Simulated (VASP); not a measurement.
# Band edges against the vacuum: BAs(110), part 2 of 3

Aim: ionisation energy and electron affinity of BAs(110), from a slab and a bulk run lined up through core potentials.

VASP 6.6.1; PBEsol; plane waves and PAW (B, As).

So far, gap on the k-mesh (eV): step 3 (band edges of the bulk) 1.09.

### Step 4. Surface relaxation

System of this step: BAs(110). The cell holds 18 atoms: 9 B and 9 As. Its edges and angles: a = 3.380 Å, b = 4.780 Å, c = 29.520 Å, α = 90.0°, β = 90.0°, γ = 90.0°. It derives from BAs. 9 layers, cut at this functional's lattice. Vacuum lies along c.

All atoms relax at the fixed cell.

File INCAR:

```
SYSTEM = BAs
PREC = Normal
ENCUT = 360
EDIFF = 1E-05
NELM = 120
ISMEAR = 0
SIGMA = 0.03
LREAL = Auto
ALGO = Fast
GGA = PS
NBANDS = 54
LORBIT = 11
LWAVE = .FALSE.
LCHARG = .FALSE.
KPAR = 4
LASPH = .TRUE.
IBRION = 2
NSW = 60
ISIF = 2
EDIFFG = -0.03
POTIM = 0.4
MAXMIX = 40
IDIPOL = 3
LDIPOL = .TRUE.
DIPOL = 0.5 0.5 0.5
```

File POSCAR:

```
BAs
1.0
    3.3799704141      0.0000000000      0.0000000000
    0.0000000000      4.7800000000      0.0000000000
    0.0000000000      0.0000000000     29.5198816563
B As
9 9
Direct
    0.0000000000      0.0000000000      0.2710038000
    0.5000000000      0.5000000000      0.3282528500
    0.0000000000      0.0000000000      0.3855019000
    0.5000000000      0.5000000000      0.4427509500
    0.0000000000      0.0000000000      0.5000000000
    0.5000000000      0.5000000000      0.5572490500
    0.0000000000      0.0000000000      0.6144981000
    0.5000000000      0.5000000000      0.6717471500
    0.0000000000      0.0000000000      0.7289962000
    0.0000000000      0.7500000000      0.3282528500
    0.5000000000      0.2500000000      0.2710038000
    0.0000000000      0.7500000000      0.4427509500
    0.5000000000      0.2500000000      0.3855019000
    0.0000000000      0.7500000000      0.5572490500
    0.5000000000      0.2500000000      0.5000000000
    0.0000000000      0.7500000000      0.6717471500
    0.5000000000      0.2500000000      0.6144981000
    0.5000000000      0.2500000000      0.7289962000
```

File KPOINTS:

```
Automatic mesh
0
Gamma
7 5 1
0 0 0
```

The projector-augmented-wave data sets are B and As (PBE family, release 64).

The run is started by

```console
$ mpirun -np 4 vasp_std
```

Log:

```text
[banner, memory and clock lines left out]
running    4 mpi-ranks, on    1 nodes
 distrk:  each k-point on    1 cores,    4 groups
 distr:  one band on    1 cores,    1 groups

 POSCAR found type information on POSCAR B As
 POSCAR found :  2 types and      18 ions
 [... a notice as in an earlier step ...]

 LDA part: xc-table for (Slater+PW92), standard interpolation
 POSCAR, INCAR and KPOINTS ok, starting setup
 FFT: planning ... GRIDC
 FFT: planning ... GRID_SOFT
 FFT: planning ... GRID
 WAVECAR not read
 entering main loop
       N       E                     dE             d eps       ncg     rms          rms(c)
DAV:   1     0.312926105495E+03    0.31293E+03   -0.22470E+04  1296   0.804E+02
DAV:   2    -0.748753299534E+02   -0.38780E+03   -0.37199E+03  1764   0.184E+02
DAV:   3    -0.108646967926E+03   -0.33772E+02   -0.33242E+02  1584   0.568E+01
DAV:   4    -0.109623315350E+03   -0.97635E+00   -0.97236E+00  1872   0.984E+00
DAV:   5    -0.109649275436E+03   -0.25960E-01   -0.25936E-01  1768   0.147E+00    0.141E+01
RMM:   6    -0.105394450181E+03    0.42548E+01   -0.62367E+00  1297   0.656E+00    0.724E+00
RMM:   7    -0.104866485227E+03    0.52796E+00   -0.48070E+00  1301   0.558E+00    0.222E+00
RMM:   8    -0.104777873142E+03    0.88612E-01   -0.37864E-01  1317   0.211E+00    0.677E-01
RMM:   9    -0.104776151844E+03    0.17213E-02   -0.90268E-02  1354   0.972E-01    0.236E-01
RMM:  10    -0.104775840652E+03    0.31119E-03   -0.22797E-02  1432   0.421E-01    0.137E-01
RMM:  11    -0.104776490872E+03   -0.65022E-03   -0.36764E-03  1418   0.187E-01    0.584E-02
RMM:  12    -0.104776777357E+03   -0.28648E-03   -0.99085E-04  1380   0.899E-02    0.257E-02
RMM:  13    -0.104776985297E+03   -0.20794E-03   -0.29661E-04  1391   0.432E-02    0.144E-02
RMM:  14    -0.104777301409E+03   -0.31611E-03   -0.17223E-04  1204   0.285E-02    0.939E-03
RMM:  15    -0.104777406903E+03   -0.10549E-03   -0.65017E-05  1005   0.148E-02    0.505E-03
RMM:  16    -0.104777496386E+03   -0.89482E-04   -0.24553E-05   925   0.991E-03    0.285E-03
RMM:  17    -0.104777529809E+03   -0.33424E-04   -0.14466E-05   896   0.638E-03    0.214E-03
RMM:  18    -0.104777571316E+03   -0.41507E-04   -0.78365E-06   777   0.473E-03    0.139E-03
RMM:  19    -0.104777588065E+03   -0.16749E-04   -0.10424E-06   523   0.266E-03    0.686E-04
RMM:  20    -0.104777610334E+03   -0.22270E-04   -0.97185E-07   560   0.286E-03    0.614E-04
RMM:  21    -0.104777616091E+03   -0.57565E-05   -0.35132E-07   459   0.222E-03
   1 F= -.10477762E+03 E0= -.10477679E+03  d E =-.104778E+03
 curvature:   0.00 expect dE= 0.000E+00 dE for cont linesearch  0.000E+00
 trial: gam= 0.00000 g(F)=  0.939E+00 g(S)=  0.000E+00 ort = 0.000E+00 (trialstep = 0.100E+01)
 search vector abs. value=  0.939E+00
 bond charge predicted
       N       E                     dE             d eps       ncg     rms          rms(c)
DAV:   1    -0.105479139002E+03   -0.70153E+00   -0.19499E+01  1398   0.150E+01    0.134E+00
RMM:   2    -0.105524162293E+03   -0.45023E-01   -0.57958E-01  1306   0.255E+00    0.800E-01
RMM:   3    -0.105511279404E+03    0.12883E-01   -0.10481E-01  1328   0.108E+00    0.306E-01
RMM:   4    -0.105517057149E+03   -0.57777E-02   -0.28129E-02  1397   0.507E-01    0.178E-01
RMM:   5    -0.105517064015E+03   -0.68658E-05   -0.41899E-03  1336   0.213E-01    0.561E-02
RMM:   6    -0.105517349739E+03   -0.28572E-03   -0.10134E-03  1434   0.970E-02    0.233E-02
RMM:   7    -0.105517353636E+03   -0.38977E-05   -0.22293E-04  1412   0.413E-02    0.786E-03
RMM:   8    -0.105517360312E+03   -0.66759E-05   -0.33614E-05   987   0.159E-02
   2 F= -.10551736E+03 E0= -.10551736E+03  d E =-.739744E+00
[... from here on, the cycles between the ionic steps are left out ...]
   3 F= -.10585824E+03 E0= -.10585824E+03  d E =-.108063E+01
   4 F= -.10586913E+03 E0= -.10586913E+03  d E =-.109151E+01
   5 F= -.10620226E+03 E0= -.10620226E+03  d E =-.333139E+00
   6 F= -.10627983E+03 E0= -.10627983E+03  d E =-.410706E+00
   7 F= -.10636410E+03 E0= -.10636410E+03  d E =-.842630E-01
   8 F= -.10636717E+03 E0= -.10636717E+03  d E =-.873410E-01
   9 F= -.10638545E+03 E0= -.10638545E+03  d E =-.182726E-01
  10 F= -.10638547E+03 E0= -.10638547E+03  d E =-.183010E-01
  11 F= -.10639482E+03 E0= -.10639482E+03  d E =-.934362E-02
  12 F= -.10639501E+03 E0= -.10639501E+03  d E =-.953509E-02
  13 F= -.10639966E+03 E0= -.10639966E+03  d E =-.464659E-02
  14 F= -.10640208E+03 E0= -.10640208E+03  d E =-.706907E-02
  15 F= -.10640495E+03 E0= -.10640495E+03  d E =-.287287E-02
  16 F= -.10640547E+03 E0= -.10640547E+03  d E =-.339081E-02
  17 F= -.10640554E+03 E0= -.10640554E+03  d E =-.346577E-02
  18 F= -.10640704E+03 E0= -.10640704E+03  d E =-.149718E-02
  19 F= -.10640705E+03 E0= -.10640705E+03  d E =-.150910E-02
 curvature:  -1.44 expect dE=-0.663E-03 dE for cont linesearch -0.245E-05
 trial: gam= 0.18811 g(F)=  0.460E-03 g(S)=  0.000E+00 ort = 0.805E-04 (trialstep = 0.142E+01)
 search vector abs. value=  0.625E-03
 bond charge predicted
       N       E                     dE             d eps       ncg     rms          rms(c)
DAV:   1    -0.106407407183E+03   -0.35281E-03   -0.28324E-02  1356   0.628E-01    0.427E-02
RMM:   2    -0.106407483625E+03   -0.76442E-04   -0.10457E-03  1311   0.114E-01    0.295E-02
RMM:   3    -0.106407440916E+03    0.42709E-04   -0.15185E-04  1332   0.422E-02    0.213E-02
RMM:   4    -0.106407463936E+03   -0.23020E-04   -0.41359E-05  1064   0.210E-02    0.130E-02
RMM:   5    -0.106407495825E+03   -0.31889E-04   -0.13343E-05   892   0.107E-02    0.837E-03
RMM:   6    -0.106407508102E+03   -0.12277E-04   -0.48746E-06   838   0.644E-03    0.930E-03
RMM:   7    -0.106407530215E+03   -0.22113E-04   -0.21322E-06   766   0.421E-03    0.572E-03
RMM:   8    -0.106407545006E+03   -0.14791E-04   -0.12084E-06   594   0.305E-03    0.429E-03
RMM:   9    -0.106407550726E+03   -0.57202E-05   -0.13203E-06   659   0.320E-03
  20 F= -.10640755E+03 E0= -.10640755E+03  d E =-.497183E-03
 trial-energy change:   -0.000497  1 .order   -0.000406   -0.000672   -0.000141
 step:   1.5908(harm=  1.7909)  dis= 0.00255  next Energy=  -106.407560 (dE=-0.506E-03)
 reached required accuracy - stopping structural energy minimisation
```

Elapsed: 2.1 min, on 4 MPI ranks of Intel Xeon 6975P-C (Granite Rapids), shared host; peak memory 1.2 GiB.

From OUTCAR (step 4):

```text
  LATTYP: Found a simple orthorhombic cell.
 ALAT       =     3.3799704141
 B/A-ratio  =     1.4142135624
 C/A-ratio  =     8.7337692464

 Subroutine GETGRP returns: Found  4 space group operations
 (whereof  4 operations were pure point group operations)

The static configuration has the point symmetry C_2v.

 Found     12 irreducible k-points:

   k-points           NKPTS =     12   k-points in BZ     NKDIM =     12   number of bands    NBANDS=     54

   dimension x,y,z NGX =    16 NGY =   24 NGZ =  140
   dimension x,y,z NGXF=    32 NGYF=   48 NGZF=  280

   ENCUT  =  360.0 eV  26.46 Ry    5.14 a.u.   5.23  7.39 45.67*2*pi/ulx,y,z

   NELECT =      72.0000    total number of electrons

 dipolmoment           0.000000      0.000000     -0.000000 electrons x Angstroem

 E-fermi :   0.7155

 k-point     1 :       0.0000    0.0000    0.0000
  band No.  band energies     occupation
    ...
     32       0.0056      2.00000
     33       0.2412      2.00000
     34       0.3497      2.00000
     35       0.4782      2.00000
     36       0.5613      2.00000
     37       1.9872      0.00000
     38       2.2391      0.00000
     39       2.2505      0.00000
     40       2.6981      0.00000
     41       2.8174      0.00000
    ...

 k-point     2 :       0.1429    0.0000    0.0000
  band No.  band energies     occupation
    ...
     32      -1.0155      2.00000
     33      -0.8896      2.00000
     34      -0.7061      2.00000
     35      -0.1565      2.00000
     36       0.0198      2.00000
     37       2.0919      0.00000
     38       2.4074      0.00000
     39       3.1436      0.00000
     40       3.2355      0.00000
     41       3.2644      0.00000
    ...

  Total       -2.4805336      0.4383831     -0.9658350      0.0000000      0.0000000      0.0000000
  in kB       -8.3329790      1.4726819     -3.2445771      0.0000000      0.0000000      0.0000000
  external PRESSURE =      -3.3682914 kB  Pullay stress =       0.0000000 kB

  energy-cutoff  :      360.00
  volume of cell :      476.93
      direct lattice vectors                 reciprocal lattice vectors
     3.379970414  0.000000000  0.000000000     0.295860578  0.000000000  0.000000000
     0.000000000  4.780000000  0.000000000     0.000000000  0.209205021  0.000000000
     0.000000000  0.000000000 29.519881656     0.000000000  0.000000000  0.033875475

 POSITION                                       TOTAL-FORCE (eV/Angst)
 -----------------------------------------------------------------------------------
      0.00000      0.25362      8.37158         0.000000     -0.008176      0.018400
      1.68999      2.34636      9.66623        -0.000000     -0.000713      0.014604
      0.00000      4.74625     11.38327        -0.000000     -0.016020      0.010007
      1.68999      2.34624     13.06396        -0.000000      0.002406      0.004698
      0.00000      4.73749     14.75994        -0.000000      0.029323      0.000000
      1.68999      2.34624     16.45592        -0.000000      0.002406     -0.004698
      0.00000      4.74625     18.13661        -0.000000     -0.016020     -0.010007
      1.68999      2.34636     19.85365        -0.000000     -0.000713     -0.014604
      0.00000      0.25362     21.14830        -0.000000     -0.008176     -0.018400
      0.00000      3.51935      9.67662         0.000000      0.016013      0.014383
      1.68999      1.24821      7.82096        -0.000000      0.001260      0.003206
      0.00000      3.54246     13.06710        -0.000000      0.006860      0.010558
      1.68999      1.15893     11.36142        -0.000000     -0.014831      0.013462
      0.00000      3.54246     16.45278        -0.000000      0.006860     -0.010558
      1.68999      1.15467     14.75994        -0.000000     -0.002920      0.000000
      0.00000      3.51935     19.84326         0.000000      0.016013     -0.014383
      1.68999      1.15893     18.15846         0.000000     -0.014831     -0.013462
      1.68999      1.24821     21.69892        -0.000000      0.001260     -0.003206
 -----------------------------------------------------------------------------------
    total drift:                                0.000000      0.126374      0.000006

  FREE ENERGIE OF THE ION-ELECTRON SYSTEM (eV)
  ---------------------------------------------------
  free  energy   TOTEN  =      -106.4075507260 eV

  energy  without entropy=     -106.4075507260  energy(sigma->0) =     -106.40755073

 vacuum level on the upper side and lower side of the slab         5.425         5.425

 total charge
# of ion       s       p       d       tot
------------------------------------------
    1        0.713   1.025   0.000   1.739
    2        0.659   1.128   0.000   1.786
    3        0.658   1.152   0.000   1.810
    4        0.656   1.164   0.000   1.820
    5        0.655   1.165   0.000   1.820
    6        0.656   1.164   0.000   1.820
    7        0.658   1.152   0.000   1.810
    8        0.659   1.128   0.000   1.786
    9        0.713   1.025   0.000   1.739
   10        1.179   1.674   0.091   2.943
   11        1.234   1.574   0.059   2.867
   12        1.176   1.659   0.087   2.922
   13        1.177   1.661   0.088   2.925
   14        1.176   1.659   0.087   2.922
   15        1.175   1.660   0.087   2.922
   16        1.179   1.674   0.091   2.943
   17        1.177   1.661   0.088   2.925
   18        1.234   1.574   0.059   2.867
--------------------------------------------------
tot         16.732  24.898   0.736  42.367

[... 1 part as in an earlier step ...]

[... 7 further parts left out ...]
```

The run keeps the 4 symmetry operations of its start, so it cannot find a distortion of lower symmetry.

Relaxation path:

```
step  energy less that of the first step (eV)  largest force (eV/Å)
   1                                   0.0000                2.5933
   2                                  -0.7397                1.8892
   3                                  -1.0806                1.0222
   4                                  -1.0915                1.0741
   5                                  -1.4246                0.7590
   6                                  -1.5022                0.7541
   7                                  -1.5865                0.3908
   8                                  -1.5896                0.3139
   9                                  -1.6078                0.2306
  10                                  -1.6079                0.2399
  11                                  -1.6172                0.1331
  12                                  -1.6174                0.1301
  13                                  -1.6220                0.0933
  14                                  -1.6245                0.1114
  15                                  -1.6273                0.0666
  16                                  -1.6279                0.0640
  17                                  -1.6279                0.0706
  18                                  -1.6294                0.0397
  19                                  -1.6294                0.0417
  20                                  -1.6299                0.0293
```

The atoms that moved most (Å):

| atom | dx | dy | dz | length |
| --- | --- | --- | --- | --- |
| B9 | 0.000 | 0.254 | -0.372 | 0.450 |
| B1 | 0.000 | 0.254 | 0.372 | 0.450 |
| As18 | 0.000 | 0.053 | 0.179 | 0.187 |
| As11 | 0.000 | 0.053 | -0.179 | 0.187 |
| As10 | 0.000 | -0.066 | -0.013 | 0.067 |
| As16 | 0.000 | -0.066 | 0.013 | 0.067 |
| B2 | 0.000 | -0.044 | -0.024 | 0.050 |
| B8 | 0.000 | -0.044 | 0.024 | 0.050 |

The relaxed structure:

```xyz
18
Lattice="3.3800 0.0000 0.0000 0.0000 4.7800 0.0000 0.0000 0.0000 29.5199" Properties=species:S:1:pos:R:3
B     0.0000    0.2536    8.3716
B     1.6900    2.3464    9.6662
B     0.0000   -0.0337   11.3833
B     1.6900    2.3462   13.0640
B     0.0000   -0.0425   14.7599
B     1.6900    2.3462   16.4559
B     0.0000   -0.0337   18.1366
B     1.6900    2.3464   19.8537
B     0.0000    0.2536   21.1483
As    0.0000    3.5193    9.6766
As    1.6900    1.2482    7.8210
As    0.0000    3.5425   13.0671
As    1.6900    1.1589   11.3614
As    0.0000    3.5425   16.4528
As    1.6900    1.1547   14.7599
As    0.0000    3.5193   19.8433
As    1.6900    1.1589   18.1585
As    1.6900    1.2482   21.6989
```

This step gave:

* electronic steps: 138
* electrons: 72
* free energy (TOTEN): -106.4076 eV
* Fermi energy: 0.7155 eV
* dipole moment: 0, 0, 0 e·Å
* gap on the k-mesh: 0.3293 eV
* least direct gap on the k-mesh: 1.426 eV

The run ended after 20 ionic steps, 1.630 eV below its first step, once the forces on the free atoms met EDIFFG = -0.03.

[end of part 2 of 3]

[Lines on the potential files, build, host, timing and source positions are cut from VASP's logs without a mark.]

[Logs are printed without paths, hosts, clocks, repeated set-up lines and the standing remarks that a program may print on its own settings, such as how far it seeks lower states.]

[Hosts, paths, dates, database ids (printed as entryN), source tags and the programs' standing remarks are cut or masked in the printed files.]

[Runs that stopped without an error message from VASP are left out.]
